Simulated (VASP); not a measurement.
Input of a VASP 6.6.1 run:

File INCAR:

```
SYSTEM = RbBr
PREC = Accurate
ENCUT = 520
EDIFF = 1E-6
ISMEAR = 0
SIGMA = 0.03
LREAL = .FALSE.
LASPH = .TRUE.
NELM = 80
ALGO = Normal
ISIF = 2
LWAVE = .FALSE.
LCHARG = .FALSE.
METAGGA = R2SCAN
LMIXTAU = .TRUE.
NBANDS = 15
```

KPOINTS

```
Automatic mesh
0
G
  8 8 8
  0 0 0
```

File POSCAR:

```
RbBr                                    
1.0
    0.0000000000      3.4260584454      3.4260584454
    3.4260584454      0.0000000000      3.4260584454
    3.4260584454      3.4260584454     -0.0000000000
  Rb              Br            
     1     1
Direct
     1.0000000000000000    0.0000000000000000    0.0000000000000000
     0.5000000000000000    0.5000000000000000    0.5000000000000000
```

KPOINTS_OPT

```
explicit points
302
Reciprocal
 0.0000000000  0.0000000000  0.0000000000 1
 0.0263157895  0.0000000000  0.0263157895 1
 0.0526315789  0.0000000000  0.0526315789 1
 0.0789473684  0.0000000000  0.0789473684 1
 0.1052631579  0.0000000000  0.1052631579 1
 0.1315789474  0.0000000000  0.1315789474 1
[... 294 lines left out ...]
 0.4865014400  0.0134985600  0.5000000000 1
 0.5134985600 -0.0134985600  0.5000000000 1
```

Potentials or basis: VASP PAW PBE potentials, release 64 (Rb_sv, Br).

Launch:

```console
$ cat potpaw_PBE.64/Rb_sv/POTCAR potpaw_PBE.64/Br/POTCAR > POTCAR
$ mpirun -np 1 vasp_std > vasp.out
```

**Question.** Estimate the band gap along the path.

**Answer.** 4.97 eV, direct.

**Question.** Predict the pressure.

**Answer.** 0.5 GPa.

Levels at the corners of the path, in eV from the valence-band top:
```csv
point,band 4,band 5,band 6,band 7,band 8,band 9,band 10,band 11,band 12,band 13
Γ,-8.68,-8.68,0.00,0.00,0.00,4.97,7.88,7.88,7.88,8.95
X,-8.75,-8.75,-0.48,-0.16,-0.16,6.06,7.96,9.73,10.05,10.35
X,-8.75,-8.75,-0.48,-0.16,-0.16,6.06,7.96,9.73,10.05,10.35
W,-8.81,-8.66,-0.48,-0.35,-0.35,7.58,7.58,9.15,9.44,11.66
W,-8.81,-8.66,-0.48,-0.35,-0.35,7.58,7.58,9.15,9.44,11.66
K,-8.73,-8.71,-0.48,-0.42,-0.26,6.82,8.67,8.97,9.72,10.77
K,-8.73,-8.71,-0.48,-0.42,-0.26,6.82,8.67,8.97,9.72,10.77
Γ,-8.68,-8.68,0.00,0.00,0.00,4.97,7.88,7.88,7.88,8.95
Γ,-8.68,-8.68,0.00,0.00,0.00,4.97,7.88,7.88,7.88,8.95
L,-8.69,-8.63,-0.97,-0.35,-0.35,7.29,8.28,10.23,10.23,10.86
L,-8.69,-8.63,-0.97,-0.35,-0.35,7.29,8.28,10.23,10.23,10.86
U,-8.73,-8.71,-0.48,-0.42,-0.26,6.82,8.67,8.97,9.72,10.77
U,-8.73,-8.71,-0.48,-0.42,-0.26,6.82,8.67,8.97,9.72,10.77
W,-8.81,-8.66,-0.48,-0.35,-0.35,7.58,7.58,9.15,9.44,11.66
W,-8.81,-8.66,-0.48,-0.35,-0.35,7.58,7.58,9.15,9.44,11.66
L,-8.69,-8.63,-0.97,-0.35,-0.35,7.29,8.28,10.23,10.23,10.86
L,-8.69,-8.63,-0.97,-0.35,-0.35,7.29,8.28,10.23,10.23,10.86
K,-8.73,-8.71,-0.48,-0.42,-0.26,6.82,8.67,8.97,9.72,10.77
U,-8.73,-8.71,-0.48,-0.42,-0.26,6.82,8.67,8.97,9.72,10.77
X,-8.75,-8.75,-0.48,-0.16,-0.16,6.06,7.96,9.73,10.05,10.35
```

Caveat: the PAW data sets were made with another functional, which shifts forces and pressure a little. r2SCAN opens gaps a little over a GGA but as a rule still falls short of measured ones.
